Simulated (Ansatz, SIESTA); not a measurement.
This is a calculation of CdTe for Ansatz 0.2.0. 

Contents of input.yaml:

```yaml
crystal:
  lattice:
    - [0.0, 3.205, 3.205]
    - [3.205, 0.0, 3.205]
    - [3.205, 3.205, 0.0]
  atoms:
    - { symbol: Te, position: [0.75, 0.75, 0.75] }
    - { symbol: Cd, position: [0.0, 0.0, 0.0] }
hamiltonian:
  xc: pbe
  pseudopotentials: { kind: paw }
kpoints:
  mp_grid: { grid: [7, 7, 7] }
scf:
  occupations: { method: fermi_dirac, width: 0.05 }
output:
  forces: true
  stress: true
  eigenvalues: true
relax:
  f_tol: 0.01
  max_steps: 40
  cell: { stress_tol: 0.05 }
```

Potentials or basis: Ansatz PAW.

Run with:

```sh
$ ansatz run input.yaml --threads 1 --pin off --max-ram 3584MiB --backend cpu --events-out ev --progress --plain --runs-dir out
```

Problem. Set up the same calculation for SIESTA 5.4.2. Potentials or basis there: files PseudoDojo sr-pbe-0.4.1-standard, SZP (energy shift 0.002 Ry).

Solution. As run (cutoffs and basis follow the program's own potentials, and thresholds, step limits or extra output files can differ):

Contents of CdTe.fdf:

```
SystemName                      CdTe
SystemLabel                     CdTe
NumberOfSpecies                 2
NumberOfAtoms                   2
%block ChemicalSpeciesLabel
  1  52 Te
  2  48 Cd
%endblock ChemicalSpeciesLabel

LatticeConstant                 1.0 Ang
%block LatticeVectors
     0.0000000000     3.2050000000     3.2050000000
     3.2050000000     0.0000000000     3.2050000000
     3.2050000000     3.2050000000     0.0000000000
%endblock LatticeVectors
AtomicCoordinatesFormat         Fractional
%block AtomicCoordinatesAndAtomicSpecies
     0.7500000000     0.7500000000     0.7500000000  1  Te
     0.0000000000     0.0000000000     0.0000000000  2  Cd
%endblock AtomicCoordinatesAndAtomicSpecies

%block kgrid.MonkhorstPack
    7   0   0  0.0
    0   7   0  0.0
    0   0   7  0.0
%endblock kgrid.MonkhorstPack
XC.Functional                   GGA
XC.Authors                      PBE
PAO.BasisSize                   SZP
PAO.EnergyShift                 0.002 Ry
Mesh.Cutoff                     800 Ry
OccupationFunction              FD
ElectronicTemperature           0.05 eV
MaxSCFIterations                120
SCF.MustConverge                false
SCF.Mixer.Method                Pulay
SCF.Mixer.Weight                0.25
SCF.Mixer.History               8
SCF.DM.Tolerance                5.0e-05
SCF.H.Tolerance                 1.0e-03 eV
WriteForces                     true
Charge.Mulliken                 end
MD.TypeOfRun                    Broyden
MD.Steps                        40
MD.MaxForceTol                  0.02 eV/Ang
MD.MaxDispl                     0.1 Ang
WriteCoorStep                   true
AtomCoorFormatOut               Fractional
MD.VariableCell                 true
MD.MaxStressTol                 0.1 GPa
```

Potentials or basis: PseudoDojo 0.4 standard NC (PBE files), SZP (energy shift 0.002 Ry).

Run with:

```console
$ siesta < CdTe.fdf > CdTe.out 2>&1
```

Both were run:

|  | Ansatz | SIESTA |
| --- | --- | --- |
| Relaxed volume | 36.22 Å³/atom | 37.16 Å³/atom |
| Relaxed cell | a = 4.679 Å, b = 4.679 Å, c = 4.679 Å, α = 60.00°, β = 60.00°, γ = 60.00° | a = 4.719 Å, b = 4.719 Å, c = 4.719 Å, α = 60.00°, β = 60.00°, γ = 60.00° |
| Space group after relaxing | F-43m (No. 216) | F-43m (No. 216) |
| Pressure after relaxing | 0.0 GPa | 0.0 GPa |

Ansatz's pressure holds a Pulay term of +0.03 GPa for its cutoff of 420 eV, which the other run lacks.

Where Ansatz's input types no cutoff or centring, it takes its own default and a Γ-centred mesh.

The two runs disagree by more than potentials and bases usually give (in gap, levels, pressure or energy); the cause wasn't traced.

Pressure is positive in compression.
